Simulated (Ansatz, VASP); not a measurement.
**Two plane-wave programs on SrO**

```
Sr O
1.0
     0.00000    2.56630    2.56630
     2.56630    0.00000    2.56630
     2.56630    2.56630    0.00000
Sr O
1 1
Direct
  0.50000 0.50000 0.50000
  0.00000 0.00000 0.00000
```

Alike in both runs: task band structure; functional BLYP; k mesh 9 × 9 × 9; occupations fermi-dirac, width 0.05 eV; no spin polarisation.

|  | VASP | Ansatz |
| --- | --- | --- |
| version | VASP 6.6.1 | Ansatz 0.2.0 |
| potentials or method | VASP PAW PBE potentials, release 64 (Sr_sv, O) | Ansatz PAW |
| plane-wave cutoff (eV) | 520 | 420 |
| valence electrons in the cell | 16 | 16 |

VASP gave:

```
gap on the k mesh at the Fermi level (eV) : 3.45
least direct gap on the mesh (eV)         : 3.54
gap along the band path (eV)              : 3.39
pressure (GPa)                            : 6.9
```

Estimate Ansatz's values.

gap on the k mesh at the Fermi level (eV): 3.51; least direct gap on the mesh (eV): 3.58; gap along the band path (eV): 3.45; pressure (GPa): 6.2.

The functional is the same, so the differences come from potentials, cutoffs and numerics.

Caveats: the PAW data sets were made with another functional, which shifts forces and pressure a little (VASP); the k mesh misses the band edges, so the gap on the mesh is wider than the one along the path (Ansatz); the pressure holds a Pulay correction of +0.5 GPa for the finite cutoff (Ansatz); the PAW data sets come from PBE, with cores solved anew for the run's functional, which leaves a small shift of forces and pressure (Ansatz). A hybrid or GW would open this gap; BLYP tends to underestimate it.
